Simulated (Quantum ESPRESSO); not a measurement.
**Eu under changes of volume**

One of the cells (48.859 Å³/atom); the others are scaled copies at fixed shape and fractional positions:

```
Eu
1.0
    -2.30300    2.30300    2.30300
     2.30300   -2.30300    2.30300
     2.30300    2.30300   -2.30300
Eu
1
Direct
  0.00000 0.00000 0.00000
```

- Program: Quantum ESPRESSO 7.5
- Functional: PBEsol
- Potentials or basis: SSSP 1.3 efficiency PBE
- Cutoff: 748 eV
- Density cutoff: 5987 eV
- k mesh: 8 × 8 × 8
- Occupations: fermi-dirac, width 0.05 eV
- Spin: collinear spin, ferromagnetic start
- Starting moments: [7.0] μB

```tsv
volume (Å³/atom)	energy over the lowest point (meV/atom)	pressure (GPa)	moment (μB per cell)
45.927	0.00	-2.7	7.33
46.904	17.09	-2.8	7.35
47.882	34.84	-3.0	7.37
48.859	53.29	-3.0	7.39
49.836	72.41	-3.2	7.40
50.813	92.16	-3.3	7.41
51.790	?	?	?
```

**Question.** What does the run at 51.790 Å³/atom give?

**Answer.** Energy over the lowest point 112.47 meV/atom; pressure -3.4 GPa; moment 7.41 μB per cell.

Worked out: A Birch-Murnaghan fit of order 3 (a polynomial in V^(-2/3)) to the other rows has no minimum within the range. It gives 112.56 meV/atom at 51.790 Å³/atom, against the run's 112.47, and -dE/dV = -3.4 GPa, against -3.4. A straight line through the other rows of the moment, of slope 0.0167 μB per Å³/atom, extrapolates to 7.43 μB, against the run's 7.41.

Energies are extrapolated to zero smearing.

Caveats: the potentials were made for another functional, which shifts forces and pressure.
